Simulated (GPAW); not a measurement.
Cr: single point with LDA

Crystal: Cr.

```
CELL_PARAMETERS angstrom
-1.48445 1.48445 1.48445
1.48445 -1.48445 1.48445
1.48445 1.48445 -1.48445
ATOMIC_POSITIONS crystal
Cr 0.00000 0.00000 0.00000
```

```
Program             : GPAW 26.7.0
Task                : single point
Functional          : LDA
Potentials or basis : the program's PAW data sets (release 1.2.1) made for this functional
Cutoff              : 600 eV
Basis               : pw
k mesh              : 12 × 12 × 12
Occupations         : gaussian, width 0.1 eV
Spin                : collinear spin, ferromagnetic start
Starting moments    : [3.0] μB
Maxiter             : 150
```

```json
{"Pressure": "-39.3 GPa", "Band gap on the k mesh": "none (metal or under the smearing width)", "Net moment": "0.00 μB per cell"}
```

Levels at points of the mesh, in eV from the Fermi level:
Spin up:
| k point | band 1 | band 2 | band 3 | band 4 | band 5 | band 6 |
| --- | --- | --- | --- | --- | --- | --- |
| (0.00, 0.00, 0.00) | -7.26 | -0.74 | -0.74 | -0.74 | 0.92 | 0.92 |
| (0.50, 0.50, 0.00) | -3.78 | -2.02 | 0.92 | 1.02 | 1.17 | 2.40 |
| (0.50, 0.50, 0.50) | -3.58 | -3.58 | 2.07 | 2.07 | 2.07 | 5.87 |
Spin down:
| k point | band 1 | band 2 | band 3 | band 4 | band 5 | band 6 | band 7 |
| --- | --- | --- | --- | --- | --- | --- | --- |
| (0.00, 0.00, 0.00) | -7.26 | -0.74 | -0.74 | -0.74 | 0.92 | 0.92 | 5.96 |
| (0.50, 0.50, 0.00) | -3.78 | -2.02 | 0.92 | 1.02 | 1.17 | 2.40 | 5.89 |
| (0.50, 0.50, 0.50) | -3.58 | -3.58 | 2.07 | 2.07 | 2.07 | 5.87 | 8.64 |

Wall time 29 s on 1 thread of Arm Neoverse N1, on a shared host, peak memory 0.14 GiB.

Caveat: the starting moments collapsed, and a magnetic state may lie lower; a pressure of tens of GPa on the cell as given is suspect, and the run, the potentials or the cell itself is likely at fault.
